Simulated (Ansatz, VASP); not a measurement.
## LiBr in VASP and in Ansatz

File INCAR:

```
SYSTEM = LiBr
  PREC = Accurate
  ENCUT = 520
  EDIFF = 1E-7
  ISMEAR = -1
  SIGMA = 0.05
  LREAL = .FALSE.
  LASPH = .TRUE.
  NELM = 100
  ALGO = Normal
  ISIF = 2
  LWAVE = .FALSE.
  LCHARG = .FALSE.
  GGA = PE
  NBANDS = 12
```

File KPOINTS:

```
regular mesh
0
G
  8 8 8
  0 0 0
```

File POSCAR:

```
LiBr
1.0
    0.0000000000      2.7134744969      2.7134744969
    2.7134744969      0.0000000000      2.7134744969
    2.7134744969      2.7134744969      0.0000000000
Br Li
1 1
Direct
    0.5000000000      0.5000000000      0.5000000000
    0.0000000000      0.0000000000      0.0000000000
```

input.yaml

```yaml
crystal:
  lattice:
    - [0.0, 2.7134744969, 2.7134744969]
    - [2.7134744969, 0.0, 2.7134744969]
    - [2.7134744969, 2.7134744969, 0.0]
  atoms:
    - { symbol: Br, position: [0.5, 0.5, 0.5] }
    - { symbol: Li, position: [0.0, 0.0, 0.0] }
hamiltonian:
  xc: pbe
  pseudopotentials: { kind: paw }
kpoints:
  mp_grid: { grid: [8, 8, 8] }
scf:
  occupations: { method: fermi_dirac, width: 0.05 }
output:
  forces: true
  stress: true
  eigenvalues: true
  write_density: true
  write_potential: true
  elf: true
  volumetric_format: npy
```

Change from the starting cell: volume scaled by 0.96.

Alike in both runs: task single point; functional PBE; k mesh 8 × 8 × 8; occupations fermi-dirac, width 0.05 eV; no spin polarisation.

```csv
,VASP,Ansatz
version,VASP 6.6.1,Ansatz 0.2.0
potentials or method,"VASP PAW PBE potentials, release 64 (Br, Li_sv)",Ansatz PAW
plane-wave cutoff (eV),520,420
valence electrons in the cell,10,10
```

VASP gave:

```
gap on the k mesh at the Fermi level (eV) : 5.13
least direct gap on the mesh (eV)         : 5.13
```

Task: Estimate Ansatz's values.

Result: gap on the k mesh at the Fermi level (eV): 5.12; least direct gap on the mesh (eV): 5.12.

The functional is the same, so the differences come from potentials, cutoffs and numerics.
